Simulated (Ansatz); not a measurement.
**Density of states of Se**

```xyz
3
Lattice="4.3662 0.0000 0.0000 -2.1831 3.7812 0.0000 0.0000 0.0000 4.9536" Properties=species:S:1:pos:R:3 pbc="T T T"
Se    0.9841    0.0000    1.6512
Se   -0.4921    0.8523    3.3024
Se    1.6910    2.9289    0.0000
```

The conventional cell has a = 4.366 Å, b = 4.366 Å, c = 4.954 Å, α = 90.00°, β = 90.00°, γ = 120.00°. Se (atom 1) is surrounded by 2 Se at 2.37 Å.

The cell is COD entry 9012501, as deposited and not checked against the literature; nothing was relaxed.

Theory: DFT, LDA, all-electron LAPW, scalar-relativistic (Ansatz 0.2.0).

The runs use a Γ-centred 6×6×5 k mesh, Fermi–Dirac smearing of 0.03 eV, basis error target 0.5 meV/atom, no spin polarisation.

States per eV and cell, averaged over 0.4 eV, from -12.7 to 6.7 eV, with energies (bin centres) from the valence-band top; empty bins are left out. The partial columns, the largest 2 alone, are projections on Löwdin-orthogonalised atomic shells (those that the program's projection atoms carry: the occupied ones and, for some elements, an empty d or f shell; other empty shells have no column), summed over atoms of an element. Weights on diffuse s and p shells depend on that basis and aren't pure angular character.

| E (eV) | total | Se 4p | Se 4s |
| --- | --- | --- | --- |
| -12.6 | 0.87 | 0.14 | 0.73 |
| -12.2 | 0.57 | 0.09 | 0.48 |
| -11.8 | 0.64 | 0.09 | 0.55 |
| -11.4 | 1.04 | 0.14 | 0.89 |
| -11.0 | 1.27 | 0.18 | 1.10 |
| -10.6 | 1.47 | 0.19 | 1.28 |
| -10.2 | 0.48 | 0.05 | 0.43 |
| -9.8 | 0.13 | 0.01 | 0.12 |
| -5.8 | 0.75 | 0.73 | 0.01 |
| -5.4 | 1.87 | 1.81 | 0.05 |
| -5.0 | 4.06 | 3.90 | 0.13 |
| -4.6 | 2.37 | 2.23 | 0.12 |
| -4.2 | 1.64 | 1.51 | 0.12 |
| -3.8 | 1.80 | 1.64 | 0.13 |
| -3.4 | 2.48 | 2.26 | 0.19 |
| -3.0 | 0.09 | 0.08 | 0.01 |
| -2.6 | 1.32 | 1.22 | 0.08 |
| -2.2 | 1.83 | 1.72 | 0.08 |
| -1.8 | 4.13 | 3.88 | 0.18 |
| -1.4 | 2.35 | 2.25 | 0.06 |
| -1.0 | 2.60 | 2.51 | 0.05 |
| -0.6 | 2.10 | 2.01 | 0.07 |
| -0.2 | 0.62 | 0.58 | 0.03 |
| 1.0 | 0.02 | 0.02 | 0.00 |
| 1.4 | 2.03 | 1.78 | 0.14 |
| 1.8 | 3.69 | 3.24 | 0.21 |
| 2.2 | 2.77 | 2.48 | 0.10 |
| 2.6 | 3.03 | 2.75 | 0.08 |
| 3.0 | 2.07 | 1.91 | 0.05 |
| 3.4 | 1.16 | 1.08 | 0.02 |
| 3.8 | 0.23 | 0.22 | 0.00 |
| 5.4 | 0.50 | 0.02 | 0.00 |
| 5.8 | 2.15 | 0.11 | 0.00 |
| 6.2 | 2.56 | 0.12 | 0.01 |
| 6.6 | 1.22 | 0.03 | 0.00 |

Q: Which of the resolved shells contributes most in the top eV of the valence band?

A: Se 4p, with 96 % of all states there; Se 4s follows with 3 %.
